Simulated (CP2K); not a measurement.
# How the settings of CP2K move a run on SnS$_{2}$

Simulated with CP2K 2026.2. This is a test of settings. The cell was built from a prototype and was relaxed with r2SCAN+rVV10 in plane waves (Ansatz 0.2.0). Not every such cell is a known phase. All runs are without spin polarisation.

Space group P-3m1 (No. 164), trigonal; a = 3.661 Å, c = 5.962 Å in the conventional setting, 23.06 Å³ an atom. Around Sn lie 6 S at 2.57 Å; around S lie 3 Sn at 2.57 Å.

The base run uses PBE in the SZV-MOLOPT-SR basis.

```
&GLOBAL
 PROJECT run
 RUN_TYPE ENERGY_FORCE
 PRINT_LEVEL LOW
&END GLOBAL
&FORCE_EVAL
 METHOD QS
 STRESS_TENSOR ANALYTICAL
 &DFT
  BASIS_SET_FILE_NAME BASIS_MOLOPT
  POTENTIAL_FILE_NAME GTH_POTENTIALS
  &QS
   EXTRAPOLATION USE_GUESS
  &END QS
  &MGRID
   CUTOFF 350
   REL_CUTOFF 50
  &END MGRID
  &XC
   &XC_FUNCTIONAL PBE
   &END XC_FUNCTIONAL
  &END XC
  &KPOINTS
   SCHEME MONKHORST-PACK 5 5 3
   SYMMETRY F
   FULL_GRID F
  &END KPOINTS
  &SCF
   ADDED_MOS 9
   EPS_SCF 1e-6
   MAX_SCF 80
   &DIAGONALIZATION
   &END DIAGONALIZATION
   &MIXING
    METHOD BROYDEN_MIXING
    ALPHA 0.3
   &END MIXING
   &SMEAR
    METHOD FERMI_DIRAC
    ELECTRONIC_TEMPERATURE [K] 232
   &END SMEAR
   &PRINT
    &ITERATION_INFO
    &END ITERATION_INFO
   &END PRINT
  &END SCF
  &PRINT
   &BAND_STRUCTURE
    FILE_NAME bands.bs
    ADDED_MOS 6
    &KPOINT_SET
     UNITS B_VECTOR
     SPECIAL_POINT 0.00000000 0.00000000 0.00000000
     NPOINTS 0
    &END KPOINT_SET
    &KPOINT_SET
     UNITS B_VECTOR
     SPECIAL_POINT 0.50000000 0.00000000 0.00000000
     NPOINTS 0
    &END KPOINT_SET
    &KPOINT_SET
     UNITS B_VECTOR
     SPECIAL_POINT 0.33333333 0.33333333 0.00000000
     NPOINTS 0
    &END KPOINT_SET
    &KPOINT_SET
     UNITS B_VECTOR
     SPECIAL_POINT 0.00000000 0.00000000 0.50000000
     NPOINTS 0
    &END KPOINT_SET
    &KPOINT_SET
     UNITS B_VECTOR
     SPECIAL_POINT 0.50000000 0.00000000 0.50000000
     NPOINTS 0
    &END KPOINT_SET
    &KPOINT_SET
     UNITS B_VECTOR
     SPECIAL_POINT 0.33333333 0.33333333 0.50000000
     NPOINTS 0
    &END KPOINT_SET
    &KPOINT_SET
     UNITS B_VECTOR
     SPECIAL_POINT -0.07812500 0.15625000 0.00000000
     NPOINTS 0
    &END KPOINT_SET
    &KPOINT_SET
     UNITS B_VECTOR
     SPECIAL_POINT 0.00000000 0.46354200 0.32291700
     NPOINTS 0
    &END KPOINT_SET
    &KPOINT_SET
     UNITS B_VECTOR
     SPECIAL_POINT 0.00000000 -0.50000000 0.25000000
     NPOINTS 0
    &END KPOINT_SET
   &END BAND_STRUCTURE
  &END PRINT
 &END DFT
 &SUBSYS
  &CELL
   A 3.66075481 0.00000000 0.00000000
   B -1.83037740 3.17030666 0.00000000
   C 0.00000000 0.00000000 5.96178086
  &END CELL
  &COORD
   SCALED
   Sn 0.00000000 0.00000000 -0.00000000
   S 0.33333333 0.66666667 0.24559054
   S 0.66666667 0.33333333 0.75440946
  &END COORD
  &KIND Sn
   BASIS_SET SZV-MOLOPT-SR-GTH
   POTENTIAL GTH-PBE
  &END KIND
  &KIND S
   BASIS_SET SZV-MOLOPT-SR-GTH
   POTENTIAL GTH-PBE
  &END KIND
 &END SUBSYS
 &PRINT
  &STRESS_TENSOR
  &END STRESS_TENSOR
  &FORCES
  &END FORCES
 &END PRINT
&END FORCE_EVAL
```

Command: `cp2k.psmp -i run.inp`. It took 3.4 s on 2 threads of Arm Neoverse V1 (shared host), peak memory 0.22 GiB.

It converged with a gap of 1.62 eV and a pressure of 6.03 GPa (positive in compression). Pressures on CP2K's grid carry noise of some tenths of a GPa.

Each further run moved one setting: REL_CUTOFF (grid cutoff relative to the Gaussians, in Ry); KPOINTS (Monkhorst-Pack mesh); XC_FUNCTIONAL (functional, with the PBE potentials kept); EPS_SCF (SCF threshold); CUTOFF (density grid cutoff in Ry). Changes are from the base run, which isn't itself converged in every setting; energies of another Hamiltonian, functional, basis or charge aren't compared, and those at a high electronic temperature are mostly its entropy term. CP2K's gap is over the listed points.

```json
{"setting": "REL_CUTOFF = 80", "how it ended": "converged", "gap change (eV)": "0.00", "energy change (meV/atom)": "0.0", "pressure change (GPa)": "0.00", "time (s)": "4.7"}
{"setting": "KPOINTS = 3x3x3", "how it ended": "converged", "gap change (eV)": "-0.03", "energy change (meV/atom)": "85.6", "pressure change (GPa)": "0.79", "time (s)": "2.8"}
{"setting": "KPOINTS = 7x7x7", "how it ended": "converged", "gap change (eV)": "0.00", "energy change (meV/atom)": "-4.8", "pressure change (GPa)": "-0.04", "time (s)": "5.5"}
{"setting": "XC_FUNCTIONAL = BP", "how it ended": "converged", "gap change (eV)": "0.00", "energy change (meV/atom)": "–", "pressure change (GPa)": "0.59", "time (s)": "3.3"}
{"setting": "EPS_SCF = 1e-9", "how it ended": "converged", "gap change (eV)": "0.00", "energy change (meV/atom)": "0.0", "pressure change (GPa)": "0.00", "time (s)": "5.7"}
{"setting": "CUTOFF = 60 (poor on purpose)", "how it ended": "converged", "gap change (eV)": "0.00", "energy change (meV/atom)": "3.0", "pressure change (GPa)": "-0.03", "time (s)": "2.4"}
```

REL_CUTOFF = 80 changes nothing that matters here. EPS_SCF = 1e-9 changes nothing that matters here.

Spin-orbit coupling is left out, which matters wherever the heavy atoms make up the band edges.
